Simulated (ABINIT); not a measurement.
# AlCu (Pm-3m) in ABINIT: single point with LDA

Aim: the single point of AlCu with LDA.

Program: ABINIT 10.8.3 (patched build). These are calculated values, not measurements. Logs are shortened: lines on timing, memory, paths and dates and some standing lists are left out, and cuts for length are marked. The log counts tension as positive stress, the text compression.

### Step 1. Starting point

The structure is cubic, space group Pm-3m (No. 221). Conventional cell: a = 2.998 Å, b = 2.998 Å, c = 2.998 Å, α = 90.00°, β = 90.00°, γ = 90.00°. Around Cu (site symmetry m-3m) lie 8 Al at 2.60 Å. Al (site symmetry m-3m) is surrounded by 8 Cu at 2.60 Å.

The cell comes from a database or a generator and needn't be the stable form of this composition.

### Step 2. Single point, LDA

run.abi

```
# Pseudopotentials
pp_dirpath "./"
pseudos "Cu.upf, Al.upf"

# Structure
acell 5.6644710661 5.6644710661 5.6644710661
rprim
     1.0000000000     0.0000000000     0.0000000000
     0.0000000000     1.0000000000     0.0000000000
     0.0000000000     0.0000000000     1.0000000000
ntypat 2
znucl 29 13
natom 2
typat 1 2
xred
     0.5000000000     0.5000000000     0.5000000000
     0.0000000000     0.0000000000     0.0000000000

# Plane-wave basis
ecut 1251.723767 eV

# k points
kptopt 1
ngkpt 7 7 7
nshiftk 1
shiftk 0.0 0.0 0.0

# Exchange and correlation
ixc 7

# Bands and occupations
nband 15
occopt 3
tsmear 0.00183747

# SCF cycle
nstep 100
tolvrs 1.0e-10

# Output
iomode 3
prtwf 0
prteig 0
prtebands 0
enunit 1
prtden 1
prtvha 1
prtvclmb 1
prtpot 1
prtelf 1
```

Potentials or basis: PseudoDojo NC SR LDA v0.4.1 standard.

On the command line:

```bash
> mpirun --bind-to none -np 4 abinit run.abi > log 2>&1
```

run.abo:

```text
.Version 10.8.3 of ABINIT
 Symmetries : space group Pm -3 m (#221); Bravais cP (primitive cubic)
================================================================================
 Values of the parameters that define the memory need of the present run
     intxc =       0    ionmov =       0      iscf =       7    lmnmax =       6
     lnmax =       6     mgfft =      36  mpssoang =       3    mqgrid =    3001
     natom =       2  nloc_mem =       1    nspden =       1   nspinor =       1
    nsppol =       1      nsym =      48    n1xccc =    2501    ntypat =       2
    occopt =       3   xclevel =       1
       mpw =        2726          nfft =       46656          nkpt =          20
================================================================================
================================================================================

--------------------------------------------------------------------------------
------------- Echo of variables that govern the present computation ------------
--------------------------------------------------------------------------------
 -outvars: echo values of preprocessed input variables --------
            acell      5.6644710661E+00  5.6644710661E+00  5.6644710661E+00 Bohr
              amu      6.35460000E+01  2.69815390E+01
             ecut      4.60000000E+01 Hartree
           enunit           1
              ixc           7
         kptrlatt        7    0    0      0    7    0      0    0    7
          kptrlen      3.96512975E+01
            natom           2
            nband          15
            ngfft          36      36      36
             nkpt          20
            nstep         100
             nsym          48
           ntypat           2
           occopt           3
        prtebands           0
           prteig           0
           prtelf           1
           prtpot           1
         prtvclmb           1
           prtvha           1
            prtwf           0
          spgroup         221
           tolvrs      1.00000000E-10
           tsmear      1.83747000E-03 Hartree
            typat      1  2
           xangst      1.4987544990E+00  1.4987544990E+00  1.4987544990E+00
                       0.0000000000E+00  0.0000000000E+00  0.0000000000E+00
            xcart      2.8322355330E+00  2.8322355330E+00  2.8322355330E+00
                       0.0000000000E+00  0.0000000000E+00  0.0000000000E+00
             xred      5.0000000000E-01  5.0000000000E-01  5.0000000000E-01
                       0.0000000000E+00  0.0000000000E+00  0.0000000000E+00
            znucl       29.00000   13.00000

================================================================================

 chkinp: Checking input parameters for consistency.

================================================================================
== DATASET  1 ==================================================================

--- !DatasetInfo
iteration_state: {dtset: 1, }
dimensions: {natom: 2, nkpt: 20, mband: 15, nsppol: 1, nspinor: 1, nspden: 1, mpw: 2726, }
cutoff_energies: {ecut:  46.0, pawecutdg:  -1.0, }
electrons: {nelect:   2.20000000E+01, charge:   0.00000000E+00, occopt:   3.00000000E+00, tsmear:   1.83747000E-03, }
meta: {optdriver: 0, ionmov: 0, optcell: 0, iscf: 7, paral_kgb: 0, }
...

 Exchange-correlation functional for the present dataset will be:
  LDA: Perdew-Wang 92 LSD fit to Ceperley-Alder data - ixc=7
  J.P.Perdew and Y.Wang, PRB 45, 13244 (1992)

 Real(R)+Recip(G) space primitive vectors, cartesian coordinates (Bohr,Bohr^-1):
 R(1)=  5.6644711  0.0000000  0.0000000  G(1)=  0.1765390  0.0000000  0.0000000
 R(2)=  0.0000000  5.6644711  0.0000000  G(2)=  0.0000000  0.1765390  0.0000000
 R(3)=  0.0000000  0.0000000  5.6644711  G(3)=  0.0000000  0.0000000  0.1765390
 Unit cell volume ucvol=  1.8175154E+02 bohr^3
 Angles (23,13,12)=  9.00000000E+01  9.00000000E+01  9.00000000E+01 degrees

 getcut: wavevector=  0.0000  0.0000  0.0000  ngfft=  36  36  36
         ecut(hartree)=     46.000   => boxcut(ratio)=   2.08161

--- Pseudopotential description ------------------------------------------------
- pspini: atom type   1  psp file is ./Cu.upf
12 -1012 2 -1 1456                            pspcod,pspxc,lmax,lloc,mmax
     nproj     2     2     2

- pspini: atom type   2  psp file is ./Al.upf
12 -1012 2 -1 1854                            pspcod,pspxc,lmax,lloc,mmax
     nproj     2     2     2

   4.91315214E+02                                ecore*ucvol(ha*bohr**3)
--------------------------------------------------------------------------------

================================================================================

--- !BeginCycle
iteration_state: {dtset: 1, }
solver: {iscf: 7, nstep: 100, nline: 4, wfoptalg: 0, }
tolerances: {tolvrs: 1.00E-10, }
...

     iter   Etot(hartree)      deltaE(h)  residm     vres2
 ETOT  1  -189.05766939610    -1.891E+02 4.258E-01 7.201E+03
 ETOT  2  -189.05120251944     6.467E-03 1.437E-01 1.419E+04
 ETOT  3  -191.37430244819    -2.323E+00 4.348E-02 2.498E+03
 ETOT  4  -191.62257059266    -2.483E-01 2.085E-02 1.075E+03
 ETOT  5  -191.70928305787    -8.671E-02 9.789E-03 6.256E+02
 ETOT  6  -191.75009732002    -4.081E-02 8.668E-03 3.722E+02
 ETOT  7  -191.83731444323    -8.722E-02 1.492E-03 1.163E-01
 ETOT  8  -191.83680518574     5.093E-04 1.478E-03 2.570E+00
 ETOT  9  -191.83733669006    -5.315E-04 3.431E-04 1.451E-01
 ETOT 10  -191.83737009667    -3.341E-05 4.176E-04 5.107E-04
 ETOT 11  -191.83737015339    -5.673E-08 1.112E-04 2.113E-04
 ETOT 12  -191.83737020326    -4.986E-08 1.375E-04 6.432E-06
 ETOT 13  -191.83737020485    -1.590E-09 6.878E-05 1.855E-07
 ETOT 14  -191.83737020488    -3.649E-11 7.683E-05 7.205E-12

 At SCF step   14       vres2   =  7.21E-12 < tolvrs=  1.00E-10 =>converged.

 Compute ELF
--------------------------------------------------------------------------------

 Compute kinetic energy density

 Compute gradient of the electron density
 Electron Localization Function (ELF) [min:0;max:1]
)     Maximum=    7.5677E-01  at reduced coord.    0.5000    0.5000    0.6389
)     Minimum=    1.9273E-06  at reduced coord.    0.0000    0.0000    0.0000
   Integrated=    6.7801E+01

--------------------------------------------------------------------------------
 End of ELF section

 Cartesian components of stress tensor (hartree/bohr^3)
  sigma(1 1)=  2.95749686E-04  sigma(3 2)=  0.00000000E+00
  sigma(2 2)=  2.95749686E-04  sigma(3 1)=  0.00000000E+00
  sigma(3 3)=  2.95749686E-04  sigma(2 1)=  0.00000000E+00

--- !ResultsGS
iteration_state: {dtset: 1, }
comment   : Summary of ground state results
lattice_vectors:
- [  5.6644711,   0.0000000,   0.0000000, ]
- [  0.0000000,   5.6644711,   0.0000000, ]
- [  0.0000000,   0.0000000,   5.6644711, ]
lattice_lengths: [   5.66447,    5.66447,    5.66447, ]
lattice_angles: [ 90.000,  90.000,  90.000, ] # degrees, (23, 13, 12)
lattice_volume:   1.8175154E+02
convergence: {deltae: -3.649E-11, res2:  7.205E-12, residm:  7.683E-05, diffor: null, }
etotal    :  -1.91837370E+02
entropy   :   0.00000000E+00
fermie    :   3.57978318E-01
cartesian_stress_tensor: # hartree/bohr^3
- [  2.95749686E-04,   0.00000000E+00,   0.00000000E+00, ]
- [  0.00000000E+00,   2.95749686E-04,   0.00000000E+00, ]
- [  0.00000000E+00,   0.00000000E+00,   2.95749686E-04, ]
pressure_GPa:  -8.7013E+00
xred      :
- [  5.0000E-01,   5.0000E-01,   5.0000E-01, Cu]
- [  0.0000E+00,   0.0000E+00,   0.0000E+00, Al]
cartesian_forces: # hartree/bohr
- [ -0.00000000E+00,  -0.00000000E+00,  -0.00000000E+00, ]
- [ -0.00000000E+00,  -0.00000000E+00,  -0.00000000E+00, ]
force_length_stats: {min:   0.00000000E+00, max:   0.00000000E+00, mean:   0.00000000E+00, }
...

 Integrated electronic density in atomic spheres:
 ------------------------------------------------
 Atom  Sphere_radius  Integrated_density
    1        2.00000         17.37568207
    2        2.00000          0.89293091
================================================================================

 ----iterations are completed or convergence reached----

 Mean square residual over all n,k,spin=   43.236E-08; max=  76.826E-06
 reduced coordinates (array xred) for    2 atoms
       0.500000000000      0.500000000000      0.500000000000
       0.000000000000      0.000000000000      0.000000000000
 rms dE/dt=  0.0000E+00; max dE/dt=  0.0000E+00; dE/dt below (all hartree)
    1       0.000000000000      0.000000000000      0.000000000000
    2       0.000000000000      0.000000000000      0.000000000000

 cartesian coordinates (angstrom) at end:
    1      1.49875449898300     1.49875449898300     1.49875449898300
    2      0.00000000000000     0.00000000000000     0.00000000000000

 cartesian forces (hartree/bohr) at end:
    1     -0.00000000000000    -0.00000000000000    -0.00000000000000
    2     -0.00000000000000    -0.00000000000000    -0.00000000000000
 frms,max,avg= 0.0000000E+00 0.0000000E+00   0.000E+00  0.000E+00  0.000E+00 h/b

 cartesian forces (eV/Angstrom) at end:
    1     -0.00000000000000    -0.00000000000000    -0.00000000000000
    2     -0.00000000000000    -0.00000000000000    -0.00000000000000
 frms,max,avg= 0.0000000E+00 0.0000000E+00   0.000E+00  0.000E+00  0.000E+00 e/A
 length scales=  5.664471066100  5.664471066100  5.664471066100 bohr
              =  2.997508997966  2.997508997966  2.997508997966 angstroms
 Fermi (or HOMO) energy (eV) =   9.74109   Average Vxc (eV)= -11.82938
 Eigenvalues (   eV  ) for nkpt=  20  k points:
 kpt#   1, nband= 15, wtk=  0.00292, kpt=  0.0000  0.0000  0.0000 (reduced coord)
-103.47353  -61.31716  -61.31716  -61.31716   -1.81555    4.83491    4.83491    5.84643
   5.84643    5.84643   13.43665   13.43665   13.43665   16.11628   16.11628
 prteigrs : prtvol=0 or 1, do not print more k-points.

--- !EnergyTerms
iteration_state     : {dtset: 1, }
comment             : Components of total free energy in Hartree
kinetic             :  8.75965305195748E+01
hartree             :  7.62207149451760E+01
xc                  : -2.41513911464865E+01
Ewald energy        : -1.00734980784073E+02
psp_core            :  2.70322456000065E+00
local_psp           : -2.00383447337159E+02
non_local_psp       : -3.30878134359313E+01
internal            : -1.91837162678898E+02
'-kT*entropy'       : -2.07525984582615E-04
total_energy        : -1.91837370204883E+02
total_energy_eV     : -5.22016077705831E+03
band_energy         : -1.84797910166134E+01
...

 Cartesian components of stress tensor (hartree/bohr^3)
  sigma(1 1)=  2.95749686E-04  sigma(3 2)=  0.00000000E+00
  sigma(2 2)=  2.95749686E-04  sigma(3 1)=  0.00000000E+00
  sigma(3 3)=  2.95749686E-04  sigma(2 1)=  0.00000000E+00

-Cartesian components of stress tensor (GPa)         [Pressure= -8.7013E+00 GPa]
- sigma(1 1)=  8.70125618E+00  sigma(3 2)=  0.00000000E+00
- sigma(2 2)=  8.70125618E+00  sigma(3 1)=  0.00000000E+00
- sigma(3 3)=  8.70125618E+00  sigma(2 1)=  0.00000000E+00

== END DATASET(S) ==============================================================
================================================================================

 -outvars: echo values of variables after computation  --------
            acell      5.6644710661E+00  5.6644710661E+00  5.6644710661E+00 Bohr
           etotal     -1.9183737020E+02
            fcart     -0.0000000000E+00 -0.0000000000E+00 -0.0000000000E+00
                      -0.0000000000E+00 -0.0000000000E+00 -0.0000000000E+00
           strten      2.9574968617E-04  2.9574968617E-04  2.9574968617E-04
                       0.0000000000E+00  0.0000000000E+00  0.0000000000E+00
           xangst      1.4987544990E+00  1.4987544990E+00  1.4987544990E+00
                       0.0000000000E+00  0.0000000000E+00  0.0000000000E+00
             xred      5.0000000000E-01  5.0000000000E-01  5.0000000000E-01
                       0.0000000000E+00  0.0000000000E+00  0.0000000000E+00
 Calculation completed.
```

It took 8.4 s on 4 MPI ranks of Arm Neoverse V2, shared host; peak memory 0.24 GiB.

What came out:

- Free energy: -5220.1608 eV
- Pressure: -8.7 GPa
- Band gap on the k mesh: none (metal or under the smearing width)
- Valence electrons inside the program's atomic spheres: Cu 17.38; Al 0.89
